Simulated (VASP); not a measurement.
# MoSe2 (P6_3/mmc) in VASP: settings compared, part 2 of 2

VASP 6.6.1. Earlier steps stand in the parts before.

## (4) Relaxation of cell and atoms, rev-vdW-DF2

INCAR reads:

```
SYSTEM = MoSe2
PREC = Accurate
ENCUT = 600
EDIFF = 1E-6
ISMEAR = 0
SIGMA = 0.03
LREAL = .FALSE.
LASPH = .TRUE.
NELM = 80
ALGO = Normal
ISIF = 3
LWAVE = .FALSE.
LCHARG = .FALSE.
GGA = MK
LUSE_VDW = .TRUE.
AGGAC = 0.0
PARAM1 = 0.1234
PARAM2 = 0.711357
ZAB_VDW = -1.8867
IBRION = 2
NSW = 90
EDIFFG = -0.01
KPAR = 2
```

KPOINTS reads:

```
Automatic mesh
0
G
  9 9 2
  0 0 0
```

POSCAR reads:

```
MoSe2
1.0
    3.2880000000      0.0000000000      0.0000000000
   -1.6440000000      2.8474915276      0.0000000000
    0.0000000000      0.0000000000     12.9000000000
Mo Se
2 4
Direct
    0.3333333333      0.6666666667      0.2500000000
    0.6666666667      0.3333333333      0.7500000000
    0.3333333333      0.6666666667      0.6250000000
    0.6666666667      0.3333333333      0.1250000000
    0.3333333333      0.6666666667      0.8750000000
    0.6666666667      0.3333333333      0.3750000000
```

Potentials or basis: VASP PAW PBE potentials, release 64 (Mo_sv, Se).

On the command line:

```bash
$ cat potpaw_PBE.64/Mo_sv/POTCAR potpaw_PBE.64/Se/POTCAR > POTCAR
$ mpirun -np 2 vasp_std > vasp.out
```

Run time: 22 min. Hardware: 2 MPI ranks of Intel Xeon 6975P-C (Granite Rapids), shared host; peak memory 0.75 GiB.

It converged, with:

* Free energy: -29.3431 eV
* Relaxed volume: 20.53 Å³/atom
* Relaxed cell: a = 3.304 Å, b = 3.304 Å, c = 13.032 Å, α = 90.00°, β = 90.00°, γ = 120.00°
* Space group after relaxing (to 0.05 Å): P6_3/mmc (No. 194)
* Energy gained by relaxing: 28.6 meV/atom
* Ionic steps: 16
* Pressure after relaxing: 0.0 GPa
* Largest force after relaxing: 0.006 eV/Å
* Band gap on the k mesh: 0.91 eV, indirect (least direct gap 1.41 eV)

Forces on the atoms (eV/Å):
```
Mo   0.000  0.000  0.000
Mo   0.000  0.000  0.000
Se   0.000  0.000 -0.006
Se   0.000  0.000 -0.006
Se   0.000  0.000  0.006
Se   0.000  0.000  0.006
```

The path:
| step | energy change (eV) | largest force (eV/Å) | pressure (GPa) | volume (Å³) |
| --- | --- | --- | --- | --- |
| 1 | 0.0000 | 1.2472 | 6.75 | 120.78 |
| 2 | 0.4134 | 1.6481 | -10.99 | 136.18 |
| 3 | -0.1638 | 0.0518 | -0.78 | 125.79 |
| 4 | -0.1641 | 0.0969 | -0.49 | 125.57 |
| 5 | -0.1641 | 0.1171 | -0.38 | 125.48 |
| 6 | -0.1688 | 0.0645 | -0.01 | 124.66 |
| 7 | -0.1689 | 0.0539 | 0.07 | 124.49 |
| 8 | -0.1693 | 0.0080 | -0.20 | 124.57 |
| 9 | -0.1694 | 0.0019 | -0.26 | 124.58 |
| 10 | -0.1696 | 0.0025 | -0.25 | 124.51 |
| 11 | -0.1702 | 0.0023 | -0.25 | 124.30 |
| 12 | -0.1712 | 0.0035 | -0.17 | 123.87 |
| 13 | -0.1717 | 0.0054 | -0.06 | 123.00 |
| 14 | -0.1717 | 0.0048 | -0.09 | 123.24 |
| 15 | -0.1717 | 0.0130 | 0.07 | 123.12 |
| 16 | -0.1718 | 0.0057 | 0.00 | 123.17 |

Final structure:
```cif
data_structure
_symmetry_space_group_name_H-M 'P 1'
_symmetry_Int_Tables_number 1
_cell_length_a 3.3036
_cell_length_b 3.3036
_cell_length_c 13.0316
_cell_angle_alpha 90.000
_cell_angle_beta 90.000
_cell_angle_gamma 120.000
_cell_volume 123.17
loop_
_atom_site_label
_atom_site_type_symbol
_atom_site_fract_x
_atom_site_fract_y
_atom_site_fract_z
_atom_site_occupancy
Mo1 Mo 0.33333 0.66667 0.25000 1
Mo2 Mo 0.66667 0.33333 0.75000 1
Se1 Se 0.33333 0.66667 0.62133 1
Se2 Se 0.66667 0.33333 0.12133 1
Se3 Se 0.33333 0.66667 0.87867 1
Se4 Se 0.66667 0.33333 0.37867 1
```

Levels at points of the mesh, in eV from the valence-band top:
```
           k point  band 22  band 23  band 24  band 25  band 26  band 27  band 28  band 29  band 30  band 31
(0.00, 0.00, 0.00)    -1.44    -1.44    -1.06    -0.79     0.00     2.47     2.47     2.53     2.53     2.62
(0.00, 0.00, 0.50)    -1.46    -1.46    -1.46    -0.18    -0.18     2.48     2.48     2.48     2.48     2.73
```

Caveat: the PAW data sets were made with another functional, which shifts forces and pressure a little; an odd mesh through Γ misses points on the zone boundary, where band edges often lie.

## (5) Relaxation of cell and atoms, rev-vdW-DF2

This run uses another cell than the first one, of 20.53 Å³/atom, 1.020 times its volume.

INCAR, as its differences from that of step 4:

```diff
@@ -3,3 +3,3 @@
 ENCUT = 600
-EDIFF = 1E-6
+EDIFF = 1E-7
 ISMEAR = 0
@@ -21,3 +21,3 @@
 NSW = 90
-EDIFFG = -0.01
+EDIFFG = -0.005
 KPAR = 2
```

KPOINTS is that of step 4.

POSCAR reads:

```
MoSe2                                   
1.0
    3.3035873483     -0.0000000000     -0.0000000000
   -1.6517936742      2.8609905672     -0.0000000000
   -0.0000000000      0.0000000000     13.0315848813
  Mo              Se            
     2     4
Direct
     0.3333333332999970    0.6666666667000030    0.2500000000000000
     0.6666666667000030    0.3333333332999970    0.7500000000000000
     0.3333333332999970    0.6666666667000030    0.6213321045051804
     0.6666666667000030    0.3333333332999970    0.1213321045051804
     0.3333333332999970    0.6666666667000030    0.8786678954948196
     0.6666666667000030    0.3333333332999970    0.3786678954948197
```

On the command line:

```bash
$ cat potpaw_PBE.64/Mo_sv/POTCAR potpaw_PBE.64/Se/POTCAR > POTCAR
$ mpirun -np 2 vasp_std > vasp.out
```

It took 3.3 min on 2 MPI ranks of Intel Xeon 6975P-C (Granite Rapids), shared host; peak memory 0.74 GiB.

The run converged. Its results:

| Item | Value |
| --- | --- |
| Free energy | -29.3437 eV |
| Energy gained by relaxing | 0.0 meV/atom |
| Ionic steps | 2 |
| Pressure after relaxing | 0.0 GPa |
| Band gap on the k mesh | 0.91 eV, indirect (least direct gap 1.42 eV) |

Forces in eV/Å, atoms in the order of the input:
```
Mo   0.000  0.000  0.000
Mo   0.000  0.000  0.000
Se   0.000  0.000  0.003
Se   0.000  0.000  0.003
Se   0.000  0.000 -0.003
Se   0.000  0.000 -0.003
```

Final structure:
```yaml
crystal:
  lattice:
    - [3.30323, 0.00000, 0.00000]
    - [-1.65161, 2.86068, 0.00000]
    - [0.00000, 0.00000, 13.03467]
  atoms:
    - { symbol: Mo, position: [0.33333, 0.66667, 0.25000] }
    - { symbol: Mo, position: [0.66667, 0.33333, 0.75000] }
    - { symbol: Se, position: [0.33333, 0.66667, 0.62131] }
    - { symbol: Se, position: [0.66667, 0.33333, 0.12131] }
    - { symbol: Se, position: [0.33333, 0.66667, 0.87869] }
    - { symbol: Se, position: [0.66667, 0.33333, 0.37869] }
```

Levels at points of the mesh, in eV from the valence-band top:
| k point | band 22 | band 23 | band 24 | band 25 | band 26 | band 27 | band 28 | band 29 | band 30 | band 31 |
| --- | --- | --- | --- | --- | --- | --- | --- | --- | --- | --- |
| (0.00, 0.00, 0.00) | -1.43 | -1.43 | -1.06 | -0.79 | 0.00 | 2.47 | 2.47 | 2.54 | 2.54 | 2.62 |
| (0.00, 0.00, 0.50) | -1.46 | -1.46 | -1.46 | -0.18 | -0.18 | 2.49 | 2.49 | 2.49 | 2.49 | 2.73 |

Caveat: the PAW data sets were made with another functional, which shifts forces and pressure a little; an odd mesh through Γ misses points on the zone boundary, where band edges often lie.

## (6) Relaxation of cell and atoms, LDA

INCAR reads:

```
SYSTEM = MoSe2
  ALGO = Normal
  EDIFF = 1E-6
  EDIFFG = -0.01
  ENCUT = 600
  IBRION = 2
  ISIF = 3
  ISMEAR = 0
  KPAR = 2
  LASPH = .TRUE.
  LCHARG = .FALSE.
  LREAL = .FALSE.
  LWAVE = .FALSE.
  NELM = 80
  NSW = 90
  PREC = Accurate
  SIGMA = 0.03
```

KPOINTS reads:

```
k-points
0
G
  9 9 2
  0 0 0
```

POSCAR reads:

```
MoSe2
1.0
    3.2880000000      0.0000000000      0.0000000000
   -1.6440000000      2.8474915276      0.0000000000
    0.0000000000      0.0000000000     12.9000000000
Mo Se
2 4
Direct
    0.3333333333      0.6666666667      0.2500000000
    0.6666666667      0.3333333333      0.7500000000
    0.3333333333      0.6666666667      0.6250000000
    0.6666666667      0.3333333333      0.1250000000
    0.3333333333      0.6666666667      0.8750000000
    0.6666666667      0.3333333333      0.3750000000
```

Potentials or basis: VASP PAW LDA potentials, release 64 (Mo_sv, Se).

On the command line:

```bash
$ cat potpaw_LDA.64/Mo_sv/POTCAR potpaw_LDA.64/Se/POTCAR > POTCAR
$ mpirun -np 2 vasp_std > vasp.out
```

OUTCAR:

```text
SYSTEM = MoSe2
   EDIFF = 1E-6
   EDIFFG = -0.01
   ENCUT = 600
   IBRION = 2
   ISIF = 3
   ISMEAR = 0
   LASPH = .TRUE.
   LREAL = .FALSE.
   NELM = 80
   NSW = 90
   PREC = Accurate

 ion  position               nearest neighbor table
   1  0.333  0.667  0.250-   4 2.49   6 2.49   4 2.49   6 2.49   4 2.49   6 2.49
   2  0.667  0.333  0.750-   3 2.49   5 2.49   3 2.49   5 2.49   3 2.49   5 2.49
   3  0.333  0.667  0.625-   2 2.49   2 2.49   2 2.49
   4  0.667  0.333  0.125-   1 2.49   1 2.49   1 2.49
   5  0.333  0.667  0.875-   2 2.49   2 2.49   2 2.49
   6  0.667  0.333  0.375-   1 2.49   1 2.49   1 2.49

  LATTYP: Found a hexagonal cell.
 ALAT       =     3.2880000000
 C/A-ratio  =     3.9233576642

  Lattice vectors:

 A1 = (   3.2880000000,   0.0000000000,   0.0000000000)
 A2 = (  -1.6440000000,   2.8474915276,   0.0000000000)
 A3 = (   0.0000000000,   0.0000000000,  12.9000000000)

[... 303 lines left out ...]

[... ionic steps 4 to 18 ...]

--------------------------------------- Ionic step       19  -------------------------------------------

 number of electron      52.0000002 magnetization

------------------------ aborting loop because EDIFF is reached ----------------------------------------
[... 75 lines left out ...]
--------------------------------------- Ionic step       21  -------------------------------------------

 number of electron      52.0000002 magnetization

 Free energy of the ion-electron system (eV)
  ---------------------------------------------------
  ext. energy  EPLUGINS =         0.00000000
  ---------------------------------------------------
  free energy    TOTEN  =       -45.27060087 eV

  energy without entropy =      -45.27060087  energy(sigma->0) =      -45.27060087

 E-fermi :   7.1992     XC(G=0): -11.1393

 val. band max:        6.8951822129   @ k =   0.0000   0.0000   0.0000
 cond. band min:       7.7225805607   @ k =   0.2222   0.1111   0.0000
 fundamental gap:      0.8273983478
 Fermi energy:         7.1991752397

 k-point     1 :       0.0000    0.0000    0.0000
  band No.  band energies     occupation
      1     -53.9375      2.00000
      2     -53.9375      2.00000
      3     -28.3290      2.00000
      4     -28.3289      2.00000
      5     -28.0917      2.00000
      6     -28.0917      2.00000
[... 838 lines left out ...]
  FREE ENERGIE OF THE ION-ELECTRON SYSTEM (eV)
  ---------------------------------------------------
  free  energy   TOTEN  =       -45.2706008693 eV

  energy  without entropy=      -45.2706008693  energy(sigma->0) =      -45.27060087

 reached required accuracy - stopping structural energy minimisation
```

OSZICAR:

```text
N       E                     dE             d eps       ncg     rms          rms(c)
DAV:   1     0.506765292653E+03    0.50677E+03   -0.30877E+04  1672   0.176E+03
DAV:   2    -0.139391180865E+02   -0.52070E+03   -0.50892E+03  1766   0.420E+02
DAV:   3    -0.464369562080E+02   -0.32498E+02   -0.32221E+02  1891   0.863E+01
DAV:   4    -0.472081832973E+02   -0.77123E+00   -0.76815E+00  1790   0.129E+01
[... 181 lines left out ...]
DAV:   1    -0.452707674918E+02   -0.19468E-03   -0.74047E-03  1488   0.624E-01    0.138E-01
DAV:   2    -0.452706353005E+02    0.13219E-03   -0.54895E-04  1629   0.162E-01    0.305E-02
DAV:   3    -0.452706073530E+02    0.27948E-04   -0.13713E-04  1786   0.528E-02    0.217E-02
DAV:   4    -0.452706012780E+02    0.60749E-05   -0.42165E-05  1785   0.397E-02    0.109E-02
DAV:   5    -0.452706008693E+02    0.40870E-06   -0.16701E-06  1110   0.744E-03
  21 F= -.45270601E+02 E0= -.45270601E+02  d E =-.279736E-04
```

It took 5 min on 2 MPI ranks of AMD EPYC 9R45 (Zen 5), shared host; peak memory 0.26 GiB.

What came out:

```
Free energy                            : -45.2706 eV
Relaxed volume                         : 19.44 Å³/atom
Relaxed cell                           : a = 3.252 Å, b = 3.252 Å, c = 12.739 Å, α = 90.00°, β = 90.00°, γ = 120.00°
Space group after relaxing (to 0.05 Å) : P6_3/mmc (No. 194)
Energy gained by relaxing              : 12.2 meV/atom
Ionic steps                            : 21
Pressure after relaxing                : 0.0 GPa
Band gap on the k mesh                 : 0.83 eV, indirect (least direct gap 1.51 eV)
```

The path:
```
step  energy change (eV)  largest force (eV/Å)  pressure (GPa)  volume (Å³)
   1              0.0000                0.6608            1.14       120.78
   2              0.0060                0.5839           -4.63       123.26
   3             -0.0444                0.0274           -1.78       121.97
   4             -0.0592                0.0713            0.45       119.05
   5             -0.0612                0.0595           -0.14       119.79
   6             -0.0628                0.0903            0.04       119.48
   7             -0.0652                0.1853            0.58       118.55
   8             -0.0656                0.1785            0.55       118.52
   9             -0.0670                0.1592            0.42       118.44
  10             -0.0691                0.1217            0.17       118.28
  11             -0.0712                0.0470           -0.33       117.96
  12             -0.0713                0.0314           -0.43       117.89
  13             -0.0720                0.0260           -0.34       117.62
  14             -0.0729                0.0160           -0.19       117.15
  15             -0.0731                0.0042            0.15       116.20
  16             -0.0733                0.0065           -0.03       116.66
  17             -0.0733                0.0049           -0.01       116.61
  18             -0.0733                0.0059            0.00       116.64
  19             -0.0734                0.0008           -0.05       116.67
  20             -0.0734                0.0083           -0.08       116.71
  21             -0.0734                0.0007            0.01       116.66
```

Final structure:
```xyz
6
Lattice="3.2518 0.0000 0.0000 -1.6259 2.8161 0.0000 0.0000 0.0000 12.7388" Properties=species:S:1:pos:R:3 pbc="T T T"
Mo    0.0000    1.8774    3.1847
Mo    1.6259    0.9387    9.5541
Se    0.0000    1.8774    7.8936
Se    1.6259    0.9387    1.5243
Se    0.0000    1.8774   11.2145
Se    1.6259    0.9387    4.8451
```

Caveat: an odd mesh through Γ misses points on the zone boundary, where band edges often lie.

## (7) Overview

| task | level | potentials or basis | cell | gap on the mesh (eV) | pressure (GPa) | relaxed volume (Å³/atom) |
| --- | --- | --- | --- | --- | --- | --- |
| relaxation of shape and atoms at fixed volume | LDA | VASP PAW LDA potentials, release 64 (Mo_sv, Se) | atoms relaxed at fixed volume from: a relaxed cell with its volume scaled by 1.04 | 0.98 | -1.2 | - |
| relaxation of shape and atoms at fixed volume | LDA | VASP PAW LDA potentials, release 64 (Mo_sv, Se) | atoms relaxed at fixed volume from: a relaxed cell with its volume scaled by 1.06 | 1.06 | -1.5 | - |
| relaxation of cell and atoms | rev-vdW-DF2 | VASP PAW PBE potentials, release 64 (Mo_sv, Se) | relaxed | 0.91 | 0.0 | 20.53 |
| relaxation of cell and atoms | LDA | VASP PAW LDA potentials, release 64 (Mo_sv, Se) | relaxed | 0.83 | 0.0 | 19.44 |

Alike in all rows: no spin polarisation; k mesh 9 × 9 × 2; cutoff (eV) 600; smearing gaussian 0.03 eV.

Caveats: an odd mesh through Γ misses points on the zone boundary, where band edges often lie; the PAW data sets were made with another functional, which shifts forces and pressure a little (some runs).

Total energies depend on the potentials used, so only differences within one code and one set of settings carry meaning.
